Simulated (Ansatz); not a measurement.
Cs2SnI6: Field gradients at the nuclei

The cell is an entry of the Crystallography Open Database (COD) (the entry's cell lengths or inner coordinates differ somewhat from later room-temperature determinations), atoms as given.

Space group Fm-3m (No. 225); a = 11.6300 Å.

```csv
site,Wyckoff,site symmetry,x,y,z
Cs,8c,-43m,0.2500,0.2500,0.2500
Sn,4a,m-3m,0.0000,0.0000,0.0000
I,24e,4m.m,0.2450,0.5000,0.5000
```

One atom of each set is listed; the run and its k-mesh use a cell of 9 atoms with edges of 8.22, 8.22, 8.22 Å.

Level of theory: DFT, PBE, plane waves and PAW, scalar-relativistic, 420 eV cutoff, Γ-centred 5×5×5 k-points, Fermi–Dirac smearing 0.02 eV (Ansatz 0.2.0).

Conventions: |V_zz| ≥ |V_yy| ≥ |V_xx|, η = (V_xx − V_yy)/V_zz, C_Q = eQV_zz/h.

¹³³Cs: I = 7/2, Q = -3.430 mb; ¹²⁷I: I = 5/2, Q = -688.2 mb. Q values from Pyykkö, Mol. Phys. 116, 1328 (2018).

Task: Which values are expected at the nuclei?

Result: 

```json
{"site": "Cs", "atoms": "2", "first shell": "12 I at 4.11 Å", "V_zz (10²¹ V/m²)": "0.00", "η": "–", "C_Q (MHz)": "0"}
{"site": "Sn", "atoms": "1", "first shell": "6 I at 2.85 Å", "V_zz (10²¹ V/m²)": "0.00", "η": "–", "C_Q (MHz)": "–"}
{"site": "I", "atoms": "6", "first shell": "1 Sn at 2.85 Å", "V_zz (10²¹ V/m²)": "56.6", "η": "0.00", "C_Q (MHz)": "-941"}
```

An axis of threefold or higher order runs through I, so V_zz lies along it and η is zero. Cs and Sn sit on a cubic site, where every gradient vanishes.

Sn has no stable isotope with a ground-state quadrupole moment in the table, so no C_Q is given.

The largest force is 0.3 eV/Å, so the atoms aren't at the calculated equilibrium and relaxing them would move these values. Without spin–orbit coupling the gradients at and beside I can be off by some per cent, at some sites by more. With a gap of 0.2 eV on this mesh, the gradients can still move by some per cent as the k-mesh gets denser.

The run took 9.5 s of wall time (35 s of CPU time) and 1.3 GiB at its peak, on 4 threads of Arm Neoverse V1 (aarch64; 8 cores open to the job, memory cap 8.0 GiB, no GPU), a shared host with a load of 0.6 a core.
